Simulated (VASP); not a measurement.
Results of a VASP single-point calculation on NaCl (zincblende)

POSCAR

```
Na Cl
 1.0000000000000000
     0.0000000000000000    3.0872728252856900    3.0872728252856900
     3.0872728252856900    0.0000000000000000    3.0872728252856900
     3.0872728252856900    3.0872728252856900   -0.0000000000000000
 Na  Cl
   1   1
Cartesian
  0.0000000000000000  0.0000000000000000  0.0000000000000000
  1.5436364126428450  1.5436364126428450  1.5436364126428450
```

```yaml
gap_between_bands_v_and_c: 6.24 eV
least_direct_gap: 6.24 eV
```

Band v is the last that the valence electrons fill when counted band by band, and c is the next. Levels in eV from the top of v:

```csv
point,v−1,v,c,c+1
Γ,0.00,0.00,6.24,12.74
X,-0.32,-0.32,8.31,10.46
W,-0.66,-0.37,9.14,10.95
K,-0.60,-0.25,8.97,10.53
L,-0.10,-0.10,8.96,10.29
```

Task: Which of these levels of theory gave these results?
A. PBE0
B. PBEsol
C. HSE06
D. r²SCAN
E. LDA
F. PBE
G. PBE with spin–orbit coupling

Result: C.

The INCAR was:

```
PRECFOCK = Fast
ALGO = Normal
AEXX = 0.25
HFSCREEN = 0.2079
NBANDS = 14
LCHARG = .FALSE.
LWAVE = .FALSE.
NELM = 120
PREC = Accurate
ISMEAR = 0
IBRION = -1
LHFCALC = .TRUE.
ENCUT = 520
EDIFF = 1E-7
SIGMA = 0.01
GGA = PE
ISTART = 1
LREAL = .FALSE.
ISIF = 2
LASPH = .TRUE.
NSW = 0
```
